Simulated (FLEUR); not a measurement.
# Anisotropy of Ni (c factor at fixed volume 1.1 on the database's cell) with FLEUR

One state of Ni (c factor at fixed volume 1.1 on the database's cell) is converged without symmetry. Force theorems then give its anisotropy.

Calculated with FLEUR MaX-R8.1; PBE; all-electron FLAPW, Dirac cores, scalar-relativistic bands.

This is not the structure that Ni takes at ambient pressure and room temperature (fcc); it is a model or a phase of other conditions.

## 1. Set-up

It takes space group I4/mmm (No. 139, tetragonal). Conventional cell: a = 2.376 Å, b = 2.376 Å, c = 3.876 Å, α = 90.00°, β = 90.00°, γ = 90.00°. Nearest to Ni lie 12 Ni at 2.38 to 2.56 Å.

Structure file:

```xyz
1
Lattice="0.0000 1.6799 1.9381 1.6799 0.0000 1.9381 1.6799 1.6799 0.0000" Properties=species:S:1:pos:R:3 pbc="T T T"
Ni    0.0000    0.0000    0.0000
```

The cell is strained on purpose: c factor at fixed volume 1.1 on the database's cell.

## 2. Self-consistent state

The force theorems are single passes in this state's potential, so it has to be converged first.

No symmetry is used, so that later steps may turn the spins freely; k and −k are joined. inpgen writes inp.xml from crystal.txt; cutoffs, mixing, functional, smearing and local orbitals are then set in the file. The k list scf (kpts.xml, not shown) is a Γ-centred 14×14×14 mesh; where the ranks do not divide the number of points, some are split in two of half the weight.

inp.xml

```
<?xml version="1.0" encoding="UTF-8" standalone="no"?>
<fleurInput fleurInputVersion="0.39">
   <comment>
      Ni
   </comment>
   <calculationSetup>
      <cutoffs Kmax="3.74" Gmax="11.2" GmaxXC="11.2" numbands="0"/>
      <scfLoop itmax="110" minDistance="0.00002" maxIterBroyd="15" imix="Anderson" alpha="0.05" precondParam="0.0" spinf="2.0" sdNocoIR="T"/>
      <coreElectrons ctail="F" frcor="F" kcrel="0" coretail_lmax="0"/>
      <xcFunctional name="pbe" relativisticCorrections="F"/>
      <magnetism jspins="2" l_noco="F" l_ss="F">
         <qss>0.0 0.0 0.0</qss>
         <mtNocoParams l_mperp="F" l_mtNocoPot="F" l_relaxSQA="F" mag_mixing_scheme="0" mix_RelaxWeightOffD="1.0" l_constrained="F" mix_constr="1.0"/>
         <sourceFreeMag l_sourceFree="F" l_scaleMag="F" mag_scale="1.0"/>
      </magnetism>
      <soc l_soc="F" theta="0.0" phi="0.0" spav="F"/>
      <expertModes spex="0" secvar="F"/>
      <geometryOptimization l_f="F" forcealpha="1.0" forcemix="BFGS" epsdisp="0.00001" epsforce="0.00001"/>
      <ldaU l_linMix="F" mixParam="0.05" spinf="1.0"/>
   </calculationSetup>
   <cell>
      <bzIntegration valenceElectrons="18.0" mode="hist" fermiSmearingEnergy="0.00183747">
         <kPointListSelection listName="scf"/>
         <xi:include xmlns:xi="http://www.w3.org/2001/XInclude" href="kpts.xml"> </xi:include>
      </bzIntegration>
      <xi:include xmlns:xi="http://www.w3.org/2001/XInclude" href="sym.xml"> </xi:include>
      <bulkLattice scale="1.0">
         <bravaisMatrix>
            <row-1>    0.0000000000000000     3.1746248239042729     3.6625320592818107</row-1>
            <row-2>    3.1746248239042729     0.0000000000000000     3.6625320592818107</row-2>
            <row-3>    3.1746248239042729     3.1746248239042729     0.0000000000000000</row-3>
         </bravaisMatrix>
      </bulkLattice>
   </cell>
   <atomSpecies>
      <species name="Nickel (Ni1.000" element="Ni" atomicNumber="28">
         <mtSphere radius="2.19" gridPoints="725" logIncrement="0.017"/>
         <atomicCutoffs lmax="8" lnonsphr="6"/>
         <electronConfig flipSpins="F">
            <coreConfig>(1s1/2) (2s1/2) (2p1/2) (2p3/2)</coreConfig>
            <valenceConfig>(3s1/2) (3p1/2) (3p3/2) (4s1/2) (3d3/2) (3d5/2)</valenceConfig>
            <stateOccupation state="(3d3/2)" spinUp="1.6" spinDown="1.6"/>
            <stateOccupation state="(3d5/2)" spinUp="2.9" spinDown="1.9"/>
         </electronConfig>
         <energyParameters s="4" p="4" d="3" f="4"/>
         <lo type="SCLO" l="0" n="3" eDeriv="0"/>
         <lo type="SCLO" l="1" n="3" eDeriv="0"/>
      </species>
   </atomSpecies>
   <atomGroups>
      <atomGroup species="Nickel (Ni1.000">
         <relPos label="                   1">.0000000000 .0000000000 .0000000000</relPos>
         <force calculate="T" relaxXYZ="TTT"/>
         <nocoParams  alpha="0.0" beta="0.0"/>
      </atomGroup>
   </atomGroups>
   <output dos="F" band="F" slice="F">
      <bandDOS minEnergy="-.5*Htr" maxEnergy="0.5*Htr" sigma="0.015" storeEVData="T"/>
      <plotting iplot="0" polar="F">
         <plot TwoD="T" vec1="  1.0  0.0  0.0" vec2="  0.0  1.0  0.0" vec3="  0.0  0.0  1.0" zero="  0.0  0.0  0.0" file="plot"/>
      </plotting>
      <moessbauerParams electricFieldGradient="F" isomerShift="F" coreHyperfine="F" valenceHyperfine="F"/>
   </output>
</fleurInput>
```

crystal.txt

```
Ni
&input film=F cartesian=F /
0.00000000000  1.67993911000  1.93812850000
1.67993911000  0.00000000000  1.93812850000
1.67993911000  1.67993911000  0.00000000000
1.8897261246
1.0 1.0 1.0

1
28 0.00000000000  0.00000000000  0.00000000000 : 1.000

&kpt div1=14 div2=14 div3=14 gamma=T /
```

Launch:

```
$ OMP_NUM_THREADS=1 inpgen -f crystal.txt -nosym -noco > inpgen.log  # inp.xml is then edited as shown
$ OMP_NUM_THREADS=1 mpirun -n 4 fleur_MPI > fleur.log
```

Output:

```text
Welcome to FLEUR        (www.flapw.de)
      MaX-Release 8.1          (www.max-centre.eu)

 ========== k-point set info ==========
 Selected k-point list: scf
 k-point list type: mesh
 0 x 0 x 0
 Number of k points: 1376

 ------------Calculation Setup---------------------------
 Number of MPI-tasks      :            4
 Number of PE/node        :            4
 Number of OMP-threads    :            1
 k-points in parallel     :            4
 pe's per k-point         :            1
 No of k-point loops      :          344
 Eigenvalue solver        :       lapack
 Number of basis functions:           78
 Approximate size of matrices (H+S) per k-point:         0.000 GB
 --------------------------------------------------------
 Complex matrix made real
 Complex matrix made real
 Iteration:     1   Distance:       9.27405310 me/bohr^3
 Iteration:     2   Distance:       8.85198119 me/bohr^3
 Iteration:     3   Distance:       5.54438711 me/bohr^3
 Iteration:     4   Distance:       1.58738176 me/bohr^3
 Iteration:     5   Distance:       1.23157923 me/bohr^3
 Iteration:     6   Distance:       0.34776832 me/bohr^3
 Iteration:     7   Distance:       0.33865031 me/bohr^3
 Iteration:     8   Distance:       0.08968212 me/bohr^3
 Iteration:     9   Distance:       0.13583620 me/bohr^3
 Iteration:    10   Distance:       0.02541323 me/bohr^3
 Iteration:    11   Distance:       0.04698734 me/bohr^3
 Iteration:    12   Distance:       0.01336421 me/bohr^3
 Iteration:    13   Distance:       0.00473073 me/bohr^3
 Iteration:    14   Distance:       0.00524173 me/bohr^3
 Iteration:    15   Distance:       0.00011328 me/bohr^3
 Iteration:    16   Distance:       0.00010953 me/bohr^3
 Iteration:    17   Distance:       0.00008192 me/bohr^3
 Iteration:    18   Distance:       0.00005335 me/bohr^3
 Iteration:    19   Distance:       0.00001104 me/bohr^3

 ********************************************************************
 Run finished successfully
 Stop message:
   all done
 ********************************************************************

--- out.xml (last complete iteration) ---
<iteration numberForCurrentRun="   19" overallNumber="   19">
         <energyParameters units="Htr">
            <atomicEP atomType="1" spin="1" branch="4s" branchLowest="-3.47" branchHighest="1.92" value="0.1817712535"/>
            <atomicEP atomType="1" spin="1" branch="4p" branchLowest="-2.01" branchHighest="2.55" value="0.3227843705"/>
            <atomicEP atomType="1" spin="1" branch="3d" branchLowest="-9.99" branchHighest="0.37" value="0.2515308215"/>
            <atomicEP atomType="1" spin="1" branch="4f" branchLowest="-9.99" branchHighest="3.90" value="0.6431450600"/>
            <loAtomicEP atomType="1" spin="1" branch="3s" branchLowest="-35.46" branchHighest="-3.47" value="-3.4771569243"/>
            <loAtomicEP atomType="1" spin="1" branch="3p" branchLowest="-30.42" branchHighest="-2.01" value="-2.0218604652"/>
            <atomicEP atomType="1" spin="2" branch="4s" branchLowest="-3.44" branchHighest="1.94" value="0.1779436595"/>
            <atomicEP atomType="1" spin="2" branch="4p" branchLowest="-1.97" branchHighest="2.57" value="0.3169670193"/>
            <atomicEP atomType="1" spin="2" branch="3d" branchLowest="-9.99" branchHighest="0.40" value="0.2736912521"/>
            <atomicEP atomType="1" spin="2" branch="4f" branchLowest="-9.99" branchHighest="3.91" value="0.6360148170"/>
            <loAtomicEP atomType="1" spin="2" branch="3s" branchLowest="-35.44" branchHighest="-3.44" value="-3.4463556009"/>
            <loAtomicEP atomType="1" spin="2" branch="3p" branchLowest="-30.40" branchHighest="-1.97" value="-1.9918849666"/>
         </energyParameters>
         <bandgap value="-0.0000000005" units="eV"/>
         <sumValenceSingleParticleEnergies value="-16.4853582669" units="Htr"/>
         <FermiEnergy value="0.3312766082" units="Htr"/>
         <valenceDensity>
            <mtCharges spin="1">
               <mtCharge atomType="1" total="8.7643917" s="1.1896403" p="3.1571619" d="4.4043893" f="0.0101151"/>
            </mtCharges>
            <mtCharges spin="2">
               <mtCharge atomType="1" total="8.0937919" s="1.1918292" p="3.1718974" d="3.7164748" f="0.0105985"/>
            </mtCharges>
            <spinDependentCharge spin="1" total="9.3183959" interstitial="0.5540042" mtSpheres="8.7643917"/>
            <spinDependentCharge spin="2" total="8.6816041" interstitial="0.5878122" mtSpheres="8.0937919"/>
            <totalCharge value="18.0000000000"/>
         </valenceDensity>
         <coreStates atomType="     1" atomicNumber=" 28" spin="1" kinEnergy="    677.1747352649" eigValSum="   -427.8363359609" lostElectrons=" 0.000000">
            <state n="1" l="0" j="0.5" energy="-301.1097180004" weight="1.0000000000"/>
            <state n="2" l="0" j="0.5" energy="-35.4602684703" weight="1.0000000000"/>
            <state n="2" l="1" j="0.5" energy="-30.8503750408" weight="1.0000000000"/>
            <state n="2" l="1" j="1.5" energy="-30.2079872247" weight="2.0000000000"/>
         </coreStates>
         <coreStates atomType="     1" atomicNumber=" 28" spin="2" kinEnergy="    677.3260868884" eigValSum="   -427.7862270063" lostElectrons=" 0.000000">
            <state n="1" l="0" j="0.5" energy="-301.1098150037" weight="1.0000000000"/>
            <state n="2" l="0" j="0.5" energy="-35.4448253064" weight="1.0000000000"/>
            <state n="2" l="1" j="0.5" energy="-30.8390425348" weight="1.0000000000"/>
            <state n="2" l="1" j="1.5" energy="-30.1962720807" weight="2.0000000000"/>
         </coreStates>
         <allElectronCharges>
            <spinDependentCharge spin="1" total="14.3183959" interstitial="0.5540042" mtSpheres="13.7643917"/>
            <spinDependentCharge spin="2" total="13.6816041" interstitial="0.5878122" mtSpheres="13.0937919"/>
            <totalCharge value="28.0000000001"/>
         </allElectronCharges>
         <magneticMomentsInMTSpheres units="muBohr">
            <globalMagMoment atomType="1" vec="0.00000   0.00000   0.67060"/>
            <localMagMoment atomType="1" vec="0.00000   0.00000   0.67060"/>
         </magneticMomentsInMTSpheres>
         <moessbauerParams unitsHFF="kG" unitsIS="e/bohr^3" unitsEFG="Htr/bohr^2">
         </moessbauerParams>
         <totalEnergy value="    -1520.8274297762" units="Htr">
            <sumOfEigenvalues value="     -872.1079212341">
               <coreElectrons value="-855.6225629672"/>
               <valenceElectrons value="-16.4853582669"/>
            </sumOfEigenvalues>
            <densityCoulombPotentialIntegral value="-2334.5822182749"/>
            <densityEffectivePotentialIntegral value="-2417.2007343211"/>
            <chargeDenXCDenIntegral value="-63.5975274791"/>
            <FockExchangeEnergyValence value="0.0000000000"/>
            <FockExchangeEnergyCore value="0.0000000000"/>
            <atomTypeDependentContributions atomType="1">
               <electronNucleiInteractionDifferentMTs value="1823.4536897446"/>
               <MadelungTerm value="-11.5779165019"/>
            </atomTypeDependentContributions>
            <tkbTimesEntropy value="0.0006069199"/>
            <freeEnergy value="-1520.8280366961"/>
            <extrapolationTo0K value="-1520.8277332362"/>
         </totalEnergy>
         <densityConvergence units="me/bohr^3">
            <chargeDensity spin="1" distance="0.0000061199"/>
            <chargeDensity spin="2" distance="0.0000091183"/>
            <overallChargeDensity distance="0.0000109227"/>
            <spinDensity distance="0.0000110403"/>
         </densityConvergence>
      </iteration>
```

Elapsed: 82 s, on 4 MPI ranks of Arm Neoverse V1, shared host; peak memory 0.33 GiB.

Numbers from this step:

```
free energy    : -41383.8391 eV
magnetization  : 0.6368 μB
final state    : ferromagnetic
largest moment : 0.6706 μB
```

After 19 cycles the largest moment stands at 0.671 μB.

## 3. Anisotropy by the force theorem, rung 1

Anisotropy is a small difference, so it is taken from sums over occupied states at a frozen potential, where most errors cancel.

One pass with spin–orbit coupling for each direction, from the saved density. Inversion lets half of the mesh serve, which the program's warning doesn't know. The k list mae (kpts.xml, not shown) is a Γ-centred 19×19×19 mesh.

inp.xml, as its differences from that of step 2:

```diff
@@ -6,4 +6,4 @@
    <calculationSetup>
-      <cutoffs Kmax="3.74" Gmax="11.2" GmaxXC="11.2" numbands="0"/>
-      <scfLoop itmax="110" minDistance="0.00002" maxIterBroyd="15" imix="Anderson" alpha="0.05" precondParam="0.0" spinf="2.0" sdNocoIR="T"/>
+      <cutoffs Kmax="3.74" Gmax="11.2" GmaxXC="11.2" numbands="38"/>
+      <scfLoop itmax="1" minDistance="0.00002" maxIterBroyd="15" imix="Anderson" alpha="0.05" precondParam="0.0" spinf="2.0" sdNocoIR="T"/>
       <coreElectrons ctail="F" frcor="F" kcrel="0" coretail_lmax="0"/>
@@ -15,3 +15,3 @@
       </magnetism>
-      <soc l_soc="F" theta="0.0" phi="0.0" spav="F"/>
+      <soc l_soc="T" theta="0.0" phi="0.0" spav="F"/>
       <expertModes spex="0" secvar="F"/>
@@ -22,3 +22,3 @@
       <bzIntegration valenceElectrons="18.0" mode="hist" fermiSmearingEnergy="0.00183747">
-         <kPointListSelection listName="scf"/>
+         <kPointListSelection listName="mae"/>
          <xi:include xmlns:xi="http://www.w3.org/2001/XInclude" href="kpts.xml"> </xi:include>
@@ -63,2 +63,5 @@
    </output>
+   <forceTheorem>
+      <MAE theta="0.0 1.5707963 1.5707963 0.7853982" phi="0.0 -0.7853982 0.0 -0.7853982"/>
+   </forceTheorem>
 </fleurInput>
```

Launch:

```
$ OMP_NUM_THREADS=1 mpirun -n 4 fleur_MPI -warn_only > fleur.log
```

Output:

```text
[banner, memory and clock lines left out]
Welcome to FLEUR        (www.flapw.de)
      MaX-Release 8.1          (www.max-centre.eu)
************FLEUR-Warning*****************
Error message: k-point set is not compatible to missing time-reversal symmetry in calculation.
Error occurred in subroutine: gen_bz
Error from PE:0/4
*****************************************

 ========== k-point set info ==========
 Selected k-point list: mae
 k-point list type: mesh
 0 x 0 x 0
 Number of k points: 3432

 [... set-up left out ...]
 ********************************************************************
 Run finished successfully
 Stop message:
   Forcetheorem MAE
 ********************************************************************

--- out.xml (force theorem) ---
<Forcetheorem_MAE Angles="4" units="Htr">
            <Angle theta="0.0000000" phi="0.0000000" ev-sum="-16.486412145"/>
            <Angle theta="1.5707963" phi="-0.7853982" ev-sum="-16.486416368"/>
            <Angle theta="1.5707963" phi="0.0000000" ev-sum="-16.486416233"/>
            <Angle theta="0.7853982" phi="-0.7853982" ev-sum="-16.486414249"/>
         </Forcetheorem_MAE>
```

The job ended after 53 s (4 MPI ranks; peak memory 0.9 GiB).

Anisotropy energies, by row:

| axis | x | y | z | band energy less the first axis' (meV a cell) |
| --- | --- | --- | --- | --- |
| [001] | 0 | 0 | 1 | 0 |
| [100] | 0.7071 | -0.7071 | 0 | -0.1149 |
| [110] | 1 | 0 | 0 | -0.1112 |
| 45 degrees from [001] toward [100] | 0.5 | -0.5 | 0.7071 | -0.05725 |

Indices are those of the standard conventional cell; x, y, z give the same directions in the axes of the input.

## 4. Energy against the direction of the moments, rung 2

A second rung shows how far the first can be trusted.

The k list mae (kpts.xml, not shown) is a Γ-centred 27×27×27 mesh.

inp.xml is that of step 3.

Output:

```text
[banner, memory and clock lines left out]
Welcome to FLEUR        (www.flapw.de)
      MaX-Release 8.1          (www.max-centre.eu)
************FLEUR-Warning*****************
Error message: k-point set is not compatible to missing time-reversal symmetry in calculation.
Error occurred in subroutine: gen_bz
Error from PE:0/4
Other PEs with error messages:
     1-k-point set is not compatible to missing time-reversal symmetry in calculation.
     3-k-point set is not compatible to missing time-reversal symmetry in calculation.
*****************************************

[...]
k-point list type: mesh
 0 x 0 x 0
 Number of k points: 9844

 [... set-up left out ...]
 ********************************************************************
 Run finished successfully
 Stop message:
   Forcetheorem MAE
 ********************************************************************

--- out.xml (force theorem) ---
<Forcetheorem_MAE Angles="4" units="Htr">
            <Angle theta="0.0000000" phi="0.0000000" ev-sum="-16.486369283"/>
            <Angle theta="1.5707963" phi="-0.7853982" ev-sum="-16.486373420"/>
            <Angle theta="1.5707963" phi="0.0000000" ev-sum="-16.486373345"/>
            <Angle theta="0.7853982" phi="-0.7853982" ev-sum="-16.486371336"/>
         </Forcetheorem_MAE>
```

It took 2.5 min on 4 MPI ranks; peak memory 2.3 GiB.

Anisotropy energies, by row:

| axis | x | y | z | band energy less the first axis' (meV a cell) |
| --- | --- | --- | --- | --- |
| [001] | 0 | 0 | 1 | 0 |
| [100] | 0.7071 | -0.7071 | 0 | -0.1126 |
| [110] | 1 | 0 | 0 | -0.1105 |
| 45 degrees from [001] toward [100] | 0.5 | -0.5 | 0.7071 | -0.05586 |

(Part 1 of 2 ends here.)

[Logs and program files are shortened in this print: banners, set-up blocks, solver, clock and traceback lines can be left out without a mark of their own.]

[Logs are printed without paths, hosts, clocks, repeated set-up lines and the standing remarks that a program may print on its own settings, such as how far it seeks lower states.]

[Hosts, paths, dates, database ids (printed as entryN), source tags and the programs' standing remarks are cut or masked in the printed files.]

[Where a cell is said to come from a database of computed structures, the database is the Materials Project.]
